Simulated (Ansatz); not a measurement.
Geometry optimisation in Ansatz: input, command and trajectory.

```yaml
crystal:
  lattice:
    - [3.2032918141, 0.0, 0.0]
    - [-1.6016459071, 2.7741320867, 0.0]
    - [0.0, 0.0, 8.3566554388]
  atoms:
    - { symbol: B, position: [0.3333333333, 0.6666666667, 0.25] }
    - { symbol: B, position: [0.6666666667, 0.3333333333, 0.75] }
    - { symbol: P, position: [0.3333333333, 0.6666666667, 0.75] }
    - { symbol: P, position: [0.6666666667, 0.3333333333, 0.25] }
basis:
  ecutwfc: 500
kpoints:
  mp_grid: { grid: [12, 12, 4] }
hamiltonian:
  xc: r2scan
scf:
  occupations: { method: gaussian, width: 0.02 }
output:
  forces: true
  stress: true
  eigenvalues: true
relax:
  adjacent_minimum: "off"
  f_tol: 0.01
  max_steps: 60
  cell: { stress_tol: 0.1 }
```

```bash
ansatz run input.yaml --threads 1 --pin off --max-ram 2560MiB --backend cpu --events-out ev --progress --plain --runs-dir out
```

Theory: DFT r2SCAN, scalar-relativistic, plane waves, PAW in Ansatz 0.2.0.

Of 4 frames 3 are shown, positions in Å and forces in eV/Å; the SCF threshold varies from step to step. Steps run on the plane waves of an earlier cell, with a Pulay correction in the pressure. The basis is chosen afresh for the last frame, the zero of the energies, and at times for earlier ones too; energy and pressure step there, also at an unchanged geometry.

```xyz
4
Lattice="3.2033 0.0000 0.0000 -1.6016 2.7741 0.0000 0.0000 0.0000 8.3567" Properties=species:S:1:pos:R:3:forces:R:3 pbc="T T T" step=1 free_energy_over_end_meV_per_atom=0.08 pressure_GPa=0.10
B     0.0000    1.8494    2.0892    0.0000    0.0000    0.0000
B     1.6016    0.9247    6.2675    0.0000    0.0000    0.0000
P     0.0000    1.8494    6.2675    0.0000    0.0000    0.0000
P     1.6016    0.9247    2.0892    0.0000    0.0000    0.0000
4
Lattice="3.2036 0.0000 0.0000 -1.6018 2.7744 0.0000 0.0000 0.0000 8.3847" Properties=species:S:1:pos:R:3:forces:R:3 pbc="T T T" step=2 free_energy_over_end_meV_per_atom=0.05 pressure_GPa=0.06
B     0.0000    1.8496    2.0962    0.0000    0.0000    0.0000
B     1.6018    0.9248    6.2885    0.0000    0.0000    0.0000
P     0.0000    1.8496    6.2885    0.0000    0.0000    0.0000
P     1.6018    0.9248    2.0962    0.0000    0.0000    0.0000
4
Lattice="3.2041 0.0000 0.0000 -1.6020 2.7748 0.0000 0.0000 0.0000 8.4455" Properties=species:S:1:pos:R:3:forces:R:3 pbc="T T T" step=4 free_energy_over_end_meV_per_atom=0.00 pressure_GPa=-0.01
B     0.0000    1.8499    2.1114    0.0000    0.0000    0.0000
B     1.6020    0.9249    6.3341    0.0000    0.0000    0.0000
P     0.0000    1.8499    6.3341    0.0000    0.0000    0.0000
P     1.6020    0.9249    2.1114    0.0000    0.0000    0.0000
```

The run took 37 s on 1 thread of Arm Neoverse V1, with other jobs on the host, peak memory 0.52 GiB.

The cell holds layers, and r2SCAN describes their binding at middle range but leaves out its long-range dispersion part.